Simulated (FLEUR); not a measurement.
# KCl under changes of volume

One of the cells (28.294 Å³/atom); the others are scaled copies at fixed shape and fractional positions:

```
K Cl
1.0
     3.83920    0.00000    0.00000
     0.00000    3.83920    0.00000
     0.00000    0.00000    3.83920
K Cl
1 1
Direct
  0.00000 0.00000 0.00000
  0.50000 0.50000 0.50000
```

Measurements of this composition are mostly on another form, of space group No. 225.

| Quantity | Value |
| --- | --- |
| Program | FLEUR MaX-R8.1 (later development tree) |
| Functional | PBEsol |
| Potentials or basis | all-electron |
| Basis | FLAPW |
| Kmax | 4.1 1/bohr |
| k mesh | 7 × 7 × 7 |
| Occupations | fermi-dirac, width 0.05 eV |
| Spin | no spin polarisation |

```tsv
volume (Å³/atom)	energy over the lowest point (meV/atom)	gap on the mesh (eV)
26.596	0.00	4.90
27.162	2.07	4.81
27.728	5.47	4.73
28.294	10.02	4.65
28.860	?	?
29.426	22.09	4.50
29.991	29.36	4.43
```

**Question.** What does the run at 28.860 Å³/atom give?

**Answer.** Energy over the lowest point 15.61 meV/atom; gap on the mesh 4.57 eV.

Worked out: A Birch-Murnaghan fit of order 3 (a polynomial in V^(-2/3)) to the other rows has its minimum at 26.11 Å³/atom, just outside them, with B0 = V·E''(V) = 22 GPa and B' = 4.8. It gives 15.60 meV/atom at 28.860 Å³/atom, against the run's 15.61. A straight line through the other rows of the gap, of slope -3.9 eV per unit of ln V, gives 4.58 eV, against the run's 4.57.

Energies are extrapolated to zero smearing.

Caveats: an odd mesh through Γ misses points on the zone boundary, where band edges often lie.
